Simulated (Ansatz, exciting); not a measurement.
**Na: 3 runs at one level of theory**

```
Na
1.0
    -2.05761    2.14356    2.19933
     2.10814   -2.08308    2.18937
     2.09200    2.11746   -2.13885
Na
1
Direct
  0.99870 0.99979 0.99469
```

The given cell was strained at random by a few per cent at fixed volume.

Alike in all runs: task single point; functional PBEsol; k mesh 9 × 9 × 9; occupations fermi-dirac, width 0.05 eV; no spin polarisation; no spin-orbit coupling. Pressure is positive in compression and, in plane waves, holds the error of the finite cutoff, which Ansatz's Pulay term estimates and takes out.

| program and potentials | plane-wave cutoff (eV) | notes | pressure (GPa) | energy over the undisturbed cell (meV/atom) |
| --- | --- | --- | --- | --- |
| Ansatz, Ansatz PAW | 420 | potentials made for PBE, which Ansatz adapts in part | -0.54 | 1.82 |
| exciting, all-electron LAPW+lo, shipped species files, valence relativity iora* | - | - | - | 1.83 |
| Ansatz, all-electron LAPW, scalar-relativistic | - | - | -0.54 | - |

The runs that give it agree on the pressure.

The functional is the same throughout but for its coding, so the spread measures potentials, basis and numerics; runs on potential files found faulty are left out.
